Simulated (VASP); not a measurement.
Here is a VASP 6.6.1 calculation.

File INCAR:

```
PREC     = Accurate       # precision mode
ENCUT    = 520            # plane-wave cutoff, eV
EDIFF    = 1E-7           # SCF threshold, eV
ISMEAR   = 0              # smearing method
SIGMA    = 0.1            # smearing width, eV
LREAL    = False          # projectors in reciprocal space
LASPH    = True           # aspherical terms in the spheres
NELM     = 100            # most SCF steps
ALGO     = Fast           # electronic algorithm
ISIF     = 2              # what is computed and relaxed
LWAVE    = False          # write WAVECAR
LCHARG   = False          # write CHGCAR
GGA      = PE             # functional
NBANDS   = 18             # bands
```

Contents of KPOINTS:

```
Automatic mesh
0
Gamma
  16 16 12
```

POSCAR

```
ZnCu
1.0
    2.7470077265      0.0000000000      0.0000000000
    0.0000000000      2.7470077265      0.0000000000
    0.0000000000      0.0000000000      3.4684212994
Zn Cu
1 1
Direct
    0.5000000000      0.5000000000      0.5000000000
    0.0000000000      0.0000000000      0.0000000000
```

Potentials or basis: VASP PAW PBE potentials, release 64 (Zn, Cu).

Command:

```bash
$ cat potpaw_PBE.64/Zn/POTCAR potpaw_PBE.64/Cu/POTCAR > POTCAR
$ mpirun -np 1 vasp_std > vasp.out
```

Problem. Estimate the band gap on the k mesh.

Solution. None (metal or under the smearing width).

Problem. What does it give for the pressure?

Solution. 0.0 GPa.

Stress tensor (GPa, compression positive):
```
 0.24  0.00  0.00
 0.00  0.24  0.00
 0.00  0.00 -0.40
```
